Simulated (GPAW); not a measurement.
Wanted: an ASE script for a GPAW 26.7.0 run.

- Task: equation of state
- Functional: PBEsol
- Dispersion: D4
- Potentials or basis: PAW data sets generated in the run's folder for this functional
- Cutoff: 600 eV
- Basis: pw
- k mesh: 10 × 10 × 10
- Occupations: fermi-dirac, width 0.05 eV
- Spin: collinear spin, ferromagnetic start
- Starting moments: [3.0] μB
- Maxiter: 150
- Eos scales: [0.94, 0.96, 0.98, 1.0, 1.02, 1.04, 1.06]

The structure of Fe lies in POSCAR:

```
Fe
1.0
   -1.4430000000      1.4430000000      1.4430000000
    1.4430000000     -1.4430000000      1.4430000000
    1.4430000000      1.4430000000     -1.4430000000
Fe
1
Direct
    0.0000000000      0.0000000000      0.0000000000
```

One way to write it, as run:

run.py

```python
from ase.calculators.mixing import SumCalculator
from ase.eos import EquationOfState
from ase.io import Trajectory, read
from ase.units import GPa
from dftd4.ase import DFTD4
from gpaw import GPAW, PW, setup_paths

setup_paths.insert(0, '.')

atoms = read('POSCAR')
atoms.set_initial_magnetic_moments([3.0])

traj = Trajectory('eos.traj', 'w')
volumes, energies = [], []
for x in [0.94, 0.96, 0.98, 1.0, 1.02, 1.04, 1.06]:
    a = atoms.copy()
    a.set_cell(atoms.cell * x**(1 / 3), scale_atoms=True)
    calc = GPAW(mode=PW(600),
                xc='PBEsol',
                kpts={'size': (10, 10, 10), 'gamma': True},
                occupations={'name': 'fermi-dirac', 'width': 0.05},
                nbands=12,
                convergence={'density': 1e-05, 'energy': 1e-05},
                maxiter=150,
                txt=f'eos-{x:.2f}.txt')
    a.calc = SumCalculator([calc, DFTD4(method='pbesol')])
    energies.append(a.get_potential_energy())
    volumes.append(a.get_volume())
    p = -a.get_stress()[:3].mean() / GPa
    calc.write(f'eos-{x:.2f}.gpw')
    traj.write(a)
    print(f'{x:.2f} {volumes[-1]:10.4f} A^3 {energies[-1]:14.6f} eV {p:9.3f} GPa', flush=True)

v0, e0, B = EquationOfState(volumes, energies, eos='birchmurnaghan').fit()
print(f'V0 = {v0:.4f} A^3, E0 = {e0:.6f} eV, B0 = {B / GPa:.2f} GPa')
```

Potentials or basis: PAW data sets generated in the run's folder for this functional, pw.

The run is started by

```console
$ gpaw-setup -f PBEsol Fe
$ OMP_NUM_THREADS=1 python run.py
```

It gave:

* Equilibrium volume: 10.96 Å³/atom (rough: see the caveat)
* Bulk modulus: 325 GPa (rough)

Caveat: the fit is doubtful: noisy points or a state that changes with volume; the minimum lies outside the volumes run.

Run time: 83 s on 1 thread of Arm Neoverse V2, on a shared host, peak memory 0.2 GiB.
